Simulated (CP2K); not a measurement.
Y:

```
CELL_PARAMETERS angstrom
3.64740 0.00000 0.00000
-1.82370 3.15874 0.00000
0.00000 0.00000 5.73060
ATOMIC_POSITIONS crystal
Y 0.66667 0.33333 0.75000
Y 0.33333 0.66667 0.25000
```

Program: CP2K 2026.2. Alike in all runs: no spin polarisation; cell as given; k mesh 8 × 8 × 5.

**Question.** Order these runs on this cell by their pressure, lowest first.
A. level LDA; potentials or basis GTH_POTENTIALS Y GTH-PADE-q11; TZVP-MOLOPT-PBE-GTH basis; smearing fermi-dirac 0.1 eV; EPS_DEFAULT 1.0E-9; NGRIDS 4; basis sets Y TZVP-MOLOPT-PBE-GTH-q11; potentials Y GTH-PADE-q11 of GTH_POTENTIALS; CUTOFF of the grids 450 Ry
B. level PBE; potentials or basis POTENTIAL_UZH Y GTH-PBE-q11; TZVP-MOLOPT-PBE-GTH basis; smearing fermi-dirac 0.05 eV; EPS_DEFAULT 1.0E-10; NGRIDS 5; basis sets Y TZVP-MOLOPT-PBE-GTH-q11; potentials Y GTH-PBE-q11 of POTENTIAL_UZH; CUTOFF of the grids 450 Ry
C. level r2SCAN; potentials or basis POTENTIAL_UZH Y GTH-SCAN-q11; TZVP-MOLOPT-SCAN-GTH basis; smearing fermi-dirac 0.05 eV; EPS_DEFAULT 1.0E-9; NGRIDS 4; basis sets Y TZVP-MOLOPT-SCAN-GTH-q11; potentials Y GTH-SCAN-q11 of POTENTIAL_UZH; CUTOFF of the grids 675 Ry
D. level PBEsol; potentials or basis POTENTIAL_UZH Y GTH-PBE-q11; TZVP-MOLOPT-PBE-GTH basis; smearing fermi-dirac 0.05 eV; EPS_DEFAULT 1.0E-10; NGRIDS 5; basis sets Y TZVP-MOLOPT-PBE-GTH-q11; potentials Y GTH-PBE-q11 of POTENTIAL_UZH; CUTOFF of the grids 450 Ry

**Answer.** A (-4.0 GPa), D (-1.9 GPa), B (-0.1 GPa), C (1.5 GPa).

Caveats: the basis of atomic orbitals isn't converged, which shifts pressures, moduli and gaps; the potentials were made for another functional, which shifts forces and pressure (some runs).

Not every run made on this cell is shown here.
